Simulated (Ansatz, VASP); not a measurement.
**One calculation of P, two programs**

INCAR

```
  PREC = Accurate
  ENCUT = 520
  EDIFF = 1E-7
  ISMEAR = 0
  SIGMA = 0.15
  LREAL = False
  LASPH = True
  NELM = 80
  ALGO = Normal
  ISIF = 2
  LWAVE = False
  LCHARG = False
  GGA = PS
  NBANDS = 8
```

File KPOINTS:

```
Automatic mesh
0
Gamma
  12 12 12
```

Contents of POSCAR:

```
P
1.0
    4.4865501003      0.0000000000      0.0000000000
    0.0000000000      4.4865501003      0.0000000000
    0.0000000000      0.0000000000      4.2685500000
P
1
Direct
    0.0000000000      0.0000000000      0.0000000000
```

Input for Ansatz:

```yaml
crystal:
  lattice:
    - [4.4865501003, 0.0, 0.0]
    - [0.0, 4.4865501003, 0.0]
    - [0.0, 0.0, 4.26855]
  atoms:
    - { symbol: P, position: [0.0, 0.0, 0.0] }
basis:
  ecutwfc: 420
kpoints:
  mp_grid: { grid: [12, 12, 12] }
hamiltonian:
  xc: pbesol
scf:
  occupations: { method: gaussian, width: 0.15 }
output:
  forces: true
  stress: true
  eigenvalues: true
```

Change from the starting cell: strain +0.050 along x and y, -0.025 along z, atoms carried along.

Alike in both runs: task single point; functional PBEsol; k mesh 12 × 12 × 12; occupations gaussian, width 0.15 eV; no spin polarisation.

|  | VASP | Ansatz |
| --- | --- | --- |
| version | VASP 6.6.1 | Ansatz 0.2.0 |
| potentials or method | VASP PAW PBE potentials, release 64 (P) | scalar-relativistic, plane waves, PAW |
| plane-wave cutoff (eV) | 520 | 420 |
| valence electrons in the cell | 5 | 5 |

|  | VASP | Ansatz | Ansatz less VASP |
| --- | --- | --- | --- |
| gap on the k mesh at the Fermi level (eV) | none | none | - |
| pressure (GPa) | -3.3 | -3.3 | +0.01 |
| largest component of the traceless stress (GPa) | 0.52 | 0.52 | 0.000 |

A gap of «none» marks a metal or a gap that the smearing closes. With one functional, cell and mesh, what is left measures potentials, basis and numerics.

Caveats: the PAW data sets were made with another functional, which shifts forces and pressure a little (VASP).
